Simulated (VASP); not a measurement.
Write the native input for VASP 6.6.1 that does the following.

| Item | Value |
| --- | --- |
| Task | single point |
| Functional | LDA |
| Potentials or basis | VASP PAW PBE potentials, release 64 (Nd) |
| Cutoff | 500 eV |
| k mesh | 8 × 8 × 5 |
| Occupations | gaussian, width 0.1 eV |
| Spin | collinear spin, ferromagnetic start |
| Starting moments | [3.0, 3.0] μB |
| Further INCAR settings | ALGO = Normal; EDIFF = 1e-07; NBANDS = 25 |

The structure of Nd lies in POSCAR:

```
Nd
3.657
    1.000000000000      0.000000000000      0.000000000000
   -0.500000000000      0.866025403774      0.000000000000
    0.000000000000      0.000000000000      1.613891167624
Nd
2
Direct
    0.6666666667      0.3333333333      0.7500000000
    0.3333333333      0.6666666667      0.2500000000
```

This isn't the form of Nd at room conditions, which is double hcp.

The input as run:

INCAR

```
SYSTEM = Nd
PREC = Accurate
ENCUT = 500
EDIFF = 1E-7
ISMEAR = 0
SIGMA = 0.1
LREAL = .FALSE.
LASPH = .TRUE.
NELM = 150
ALGO = Normal
ISIF = 2
LWAVE = .FALSE.
LCHARG = .FALSE.
ISPIN = 2
MAGMOM = 3 3
LORBIT = 11
LMAXMIX = 6
GGA = CA
NBANDS = 25
```

KPOINTS

```
Automatic mesh
0
G
  8 8 5
  0 0 0
```

Potentials or basis: VASP PAW PBE potentials, release 64 (Nd).

The run is started by

```console
$ cat potpaw_PBE.64/Nd/POTCAR > POTCAR
$ mpirun -np 1 vasp_std > vasp.out
```

It gave:

```json
{
  "Pressure": "-5.5 GPa",
  "Band gap on the k mesh": "none (metal or under the smearing width)",
  "Net moment": "8.04 μB per cell",
  "Site moments": "Nd +3.35 μB",
  "Valence electrons inside the program's atomic spheres": "Nd 11.19"
}
```

Caveat: the magnetic or orbital state may not be the lowest; the PAW data sets were made with another functional, which shifts forces and pressure a little; spin-orbit coupling is left out, which moves the levels of the heavy elements.

Wall time 2.5 min on 1 thread of Intel(R) Xeon(R) 6975P-C (Granite Rapids) (shared host), peak memory 0.22 GiB.
